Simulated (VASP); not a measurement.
AlN, 2 atoms in the cell. The structure is cubic, space group Fm-3m (No. 225). The conventional cell has a = 4.467 Å, b = 4.467 Å, c = 4.467 Å, α = 90.00°, β = 90.00°, γ = 90.00°. Al (site symmetry m-3m) is surrounded by 6 N at 2.23 Å. N (site symmetry m-3m) has 6 Al at 2.23 Å as nearest neighbours. Measurements of this composition are mostly on another form, of space group No. 186. The cell isn't the ideal one: Ga replaced by Al, lengths x 0.997, strained and moved within the space group.

| Item | Value |
| --- | --- |
| Program | VASP 6.6.1 |
| Task | single point |
| Functional | PBE |
| Potentials or basis | VASP PAW PBE potentials, release 64 (Al, N) |
| Cutoff | 520 eV |
| k mesh | 8 × 8 × 8 |
| Occupations | gaussian, width 0.1 eV |
| Spin | no spin polarisation |
| Dipole correction | no |
| Further INCAR settings | ALGO = Fast; EDIFF = 1e-06; NBANDS = 11 |

Potentials or basis: VASP PAW PBE potentials, release 64 (Al, N).

Command:

```bash
$ cat potpaw_PBE.64/Al/POTCAR potpaw_PBE.64/N/POTCAR > POTCAR
$ mpirun -np 1 vasp_std > vasp.out
```

Hardware: 1 thread of Intel(R) Xeon(R) Platinum 8175M CPU @ 2.50GHz (Skylake/Cascade Lake) (shared host).

Problem. How long does it take, and how much memory?

Solution. Run time: 8.4 s on 1 thread of Intel(R) Xeon(R) Platinum 8175M CPU @ 2.50GHz (Skylake/Cascade Lake), on a shared host, peak memory 0.13 GiB. Counts: scf iterations 13, k points 29.
